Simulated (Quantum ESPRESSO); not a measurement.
Crystal: Sn.

```
Sn
1.0
     0.00000    3.23334    3.23334
     3.23334    0.00000    3.23334
     3.23334    3.23334    0.00000
Sn
2
Cartesian
  4.8500 4.8500 4.8500
  3.2333 3.2333 3.2333
```

This isn't the form of Sn at room conditions, which is tetragonal (white tin).

Base run:

- Program: Quantum ESPRESSO 7.5
- Functional: vdW-DF
- Potentials or basis: PseudoDojo 0.4.1 SR PBE standard
- Cutoff: 980 eV
- Density cutoff: 3918 eV
- k mesh: 7 × 7 × 7
- Occupations: fermi-dirac, width 0.05 eV
- Spin: no spin polarisation

Its results: band gap on the k mesh none (metal or under the smearing width); pressure 5.9 GPa.

Task: After a change of settings the same cell gave: band gap on the k mesh none (metal or under the smearing width); pressure 7.9 GPa. Which change was it?
A. functional from vdW-DF to LDA; potentials or basis from PseudoDojo 0.4.1 SR PBE standard to SG15 PBE 1.2; cutoff from 980 eV to 952 eV; density cutoff from 3918 eV to 3810 eV
B. functional from vdW-DF to vdW-DF2
C. functional from vdW-DF to PW91; potentials or basis from PseudoDojo 0.4.1 SR PBE standard to SG15 PBE 1.2; cutoff from 980 eV to 952 eV; density cutoff from 3918 eV to 3810 eV
D. functional from vdW-DF to HLE16; potentials or basis from PseudoDojo 0.4.1 SR PBE standard to SG15 PBE 1.2; cutoff from 980 eV to 952 eV; density cutoff from 3918 eV to 3810 eV

Result: B.

Caveats: the potentials were made for another functional, which shifts forces and pressure; spin-orbit coupling is left out, which moves the levels of the heavy elements.

Runs at the PBE level aren't shown here.
